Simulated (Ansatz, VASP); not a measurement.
One calculation of CuO, two programs

INCAR

```
SYSTEM = CuO
  ALGO = Normal
  EDIFF = 1E-6
  ENCUT = 520
  GGA = PE
  ISIF = 2
  ISMEAR = -1
  LASPH = .True.
  LCHARG = .True.
  LELF = .True.
  LREAL = .False.
  LVHAR = .True.
  LWAVE = .False.
  NBANDS = 16
  NELM = 80
  PREC = Accurate
  SIGMA = 0.05
```

The input KPOINTS:

```
k-points
0
Gamma
  9 9 9
  0 0 0
```

Contents of POSCAR:

```
CuO
1.0
    2.5525506100      0.0000000000      0.0000000000
    0.0000000000      2.5525506100      0.0000000000
    0.0000000000      0.0000000000      2.6036016222
Cu O
1 1
Direct
    0.0000000000      0.0000000000      0.0000000000
    0.5000000000      0.5000000000      0.5000000000
```

The input input.yaml:

```yaml
crystal:
  lattice:
    - [2.55255061, 0.0, 0.0]
    - [0.0, 2.55255061, 0.0]
    - [0.0, 0.0, 2.6036016222]
  atoms:
    - { symbol: Cu, position: [0.0, 0.0, 0.0] }
    - { symbol: O, position: [0.5, 0.5, 0.5] }
hamiltonian:
  xc: pbe
  pseudopotentials: { kind: paw }
kpoints:
  mp_grid: { grid: [9, 9, 9] }
  band_path:
    path:
      - [[0.0, 0.0, 0.0], [0.0, 0.5, 0.0], [0.5, 0.5, 0.0], [0.0, 0.0, 0.0], [0.0, 0.0, 0.5], [0.0, 0.5, 0.5], [0.5, 0.5, 0.5], [0.0, 0.0, 0.5]]
      - [[0.0, 0.5, 0.0], [0.0, 0.5, 0.5]]
      - [[0.5, 0.5, 0.0], [0.5, 0.5, 0.5]]
    npoints: 14
scf:
  occupations: { method: fermi_dirac, width: 0.05 }
  n_extra_bands: 6
output:
  forces: true
  stress: true
  eigenvalues: true
  fatbands: false
```

Measurements of this composition are mostly on another form, of space group No. 15.

Alike in both runs: functional PBE; k mesh 9 × 9 × 9; occupations fermi-dirac, width 0.05 eV; no spin polarisation.

```csv
,VASP,Ansatz
version,VASP 6.6.1,Ansatz 0.2.0
potentials or method,"VASP PAW PBE potentials, release 64 (Cu, O)",Ansatz PAW
plane-wave cutoff (eV),520,420
valence electrons in the cell,17,25
task,single point,band structure
```

Ansatz gave:

| Quantity | Value |
| --- | --- |
| gap on the k mesh at the Fermi level (eV) | none |
| pressure (GPa) | 15.9 |
| largest component of the traceless stress (GPa) | 4.06 |

Task: Estimate VASP's values.

Result: gap on the k mesh at the Fermi level (eV): none; pressure (GPa): 16.1; largest component of the traceless stress (GPa): 4.03.

A gap of «none» marks a metal or a gap that the smearing closes. The two sets of potentials don't hold the same shells in valence.

Caveats: an odd number of electrons without spin polarisation forces a metal; a magnetic or distorted state may lie lower; the run has no spin polarisation, though such a crystal can be magnetic; semilocal functionals often make such compounds metallic where correlation or magnetic order opens a gap, which also shifts bond lengths; so large a pressure means that the cell lies far from this level's equilibrium, or that cutoff or potentials fall short (VASP); the pressure holds a Pulay correction of +0.8 GPa for the finite cutoff (Ansatz).
